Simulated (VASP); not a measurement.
Si, 2 atoms in the cell. The typed cell holds 2 atoms: a = 4.390 Å, b = 4.317 Å, c = 3.989 Å, α = 54.32°, β = 61.08°, γ = 48.94°.  The cell isn't the ideal one: all atoms moved at random, sigma 0.15 Å a component, cell strained at random, sigma 0.1.

| Item | Value |
| --- | --- |
| Program | VASP 6.6.1 |
| Task | optical spectrum |
| Functional | LDA |
| Potentials or basis | VASP PAW LDA potentials, release 64 (Si) |
| Cutoff | 520 eV |
| k mesh | 8 × 9 × 8 |
| Occupations | gaussian, width 0.02 eV |
| Spin | no spin polarisation |
| Further INCAR settings | ALGO = Normal; EDIFF = 1e-07; NBANDS = 52 |

Potentials or basis: VASP PAW LDA potentials, release 64 (Si).

Command:

```bash
$ cat potpaw_LDA.64/Si/POTCAR > POTCAR
$ mpirun -np 1 vasp_std > vasp.out
```

Hardware: 1 thread of Intel(R) Xeon(R) 6975P-C (Granite Rapids) (shared host).

Q: How long does it take, and how much memory?

A: Run time: 4.2 min on 1 thread of Intel(R) Xeon(R) 6975P-C (Granite Rapids), with other jobs on the host, peak memory 0.58 GiB. Counts: scf iterations 11, k points 290.
